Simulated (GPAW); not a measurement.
Runs of GPAW 26.7.0 on CuCl2. The structure is tetragonal, space group I4/mmm (No. 139). The conventional cell has a = 4.510 Å, b = 4.510 Å, c = 13.720 Å, α = 90.00°, β = 90.00°, γ = 90.00°. Cu (site symmetry 4/mmm) has 4 Cl at 2.25 Å as nearest neighbours. Cl (site symmetry mmm) is surrounded by 2 Cu at 2.25 Å. Measurements of this composition are mostly on another form, of space group No. 12.

```tsv
task	level	potentials or basis	U	k mesh	cutoff (eV)	smearing	maxiter	convergence	kernel	response ecut	response k mesh	mesh quality	gap on the mesh (eV)	pressure (GPa)
single point	r2SCAN	GPAW PAW data sets (gpaw-data 1.2.1), pw	-	7 × 7 × 7	500	fermi-dirac 0.05 eV	120	default	-	-	-	not flagged	none	-0.2
electron localisation function	LDA	PAW data sets generated in the run's folder for this functional, pw	-	4 × 4 × 4	510	fermi-dirac 0.01 eV	150	-	-	-	-	coarse	none	(b)
single point	PBEsol	PAW data sets generated in the run's folder for this functional, pw	-	8 × 8 × 8	600	fermi-dirac 0.05 eV	150	-	-	-	-	not flagged	none	-0.7
eps q	LDA+U	the program's PAW data sets (release 1.2.1) made for this functional, pw	Cu d U = 7 eV	7 × 7 × 7	500	fermi-dirac 0.05 eV	150	-	RPA	50 eV	5 × 5 × 5	coarse	none	-
single point	LDA	the program's PAW data sets (release 1.2.1) made for this functional, pw	-	8 × 8 × 8	600	gaussian 0.1 eV	150	-	-	-	-	not flagged	none	(a)
band structure	PBEsol	PAW data sets generated in the run's folder for this functional, pw	-	6 × 6 × 6	600	fermi-dirac 0.05 eV	150	-	-	-	-	not flagged	-	-0.6
```

Alike in all rows: no spin polarisation; cell as given.

**Question.** Fill in the values left out.

**Answer.** (a) -1.8; (b) -2.0.

Caveats: some runs use coarse meshes; an odd number of electrons without spin polarisation forces a metal; a magnetic or distorted state may lie lower; the run has no spin polarisation, though such a crystal can be magnetic; with this Cu data set, volumes or pressures lay over 1.5 % or 2 GPa off other programs in two to four cells of ten (some runs); semilocal functionals often make such compounds metallic where correlation or magnetic order opens a gap, which also shifts bond lengths (some runs); the cutoff is short for stress and forces, so pressures can be off by a GPa or more (some runs); the PAW data sets were made with another functional, which shifts forces and pressure a little (some runs).

A k mesh can miss the band edges.

A gap of «none» marks a metal or a gap under the smearing width.

Not every run made on this cell is shown here.
